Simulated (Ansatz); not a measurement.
# Zone-centre phonons of TaN at 6 GPa: input and output

Level of theory: DFT PBE, scalar-relativistic, plane waves, PAW (Ansatz 0.2.0).

Launched with:
```bash
ansatz run input.yaml --threads 1 --pin off --max-ram 3072MiB --backend cpu --events-out ev --progress --plain --runs-dir out
```

Input (bare energies are in eV):
```yaml
crystal:
  lattice:
    - [2.9325955875, 0.0, 0.0]
    - [-1.4662977937, 2.5397022779, 0.0]
    - [0.0, 0.0, 2.8827884029]
  atoms:
    - { symbol: Ta, position: [0.3333333333, 0.6666666667, 0.5] }
    - { symbol: "N", position: [0.0, 0.0, 0.0] }
basis:
  ecutwfc: 420
kpoints:
  mp_grid: { grid: [18, 18, 14] }
hamiltonian:
  xc: pbe
scf:
  occupations: { method: fermi_dirac, width: 0.15 }
output:
  eigenvalues: true
phonons:
  method: dfpt
  eigenvectors: true
```

The end of the output:
```
--- Phonons (Γ-DFPT): 4 representative perturbations + reference, on 728 of 4536 k-points (Σ response iterations 12) ---
  k mesh reduced under 4 symmetry operations, with k and −k counted as one. Each operation leaves every solved displacement unchanged or reverses it
  ASR residual: 1.062e-4 → 0.000e0 eV/Å²; symmetrization residual: 1.236e-6 eV/Å²
  ASR residual per site (eV/Å²): 1.06e-4 3.16e-5
  Γ frequencies (cm⁻¹): 0.00 0.00 0.00 525.72 525.72 551.37
  non-analytic LO–TO correction: not included (Born effective charges unavailable; polar crystals: no LO–TO splitting at Γ)
```

Time: 2.7 min on 1 thread of Intel(R) Xeon(R) Processor @ 2.50GHz (Skylake/Cascade Lake), with other jobs on the host, peak memory 0.89 GiB.

In a metal, frequencies and elastic constants depend on the k mesh and the smearing, soft modes and shear constants most. Spin–orbit coupling is left out, which matters for heavy elements. Other phases may be more stable at this pressure. A semilocal functional can close a gap that the real compound has.

This form isn't the usual stable structure of the compound at low pressure.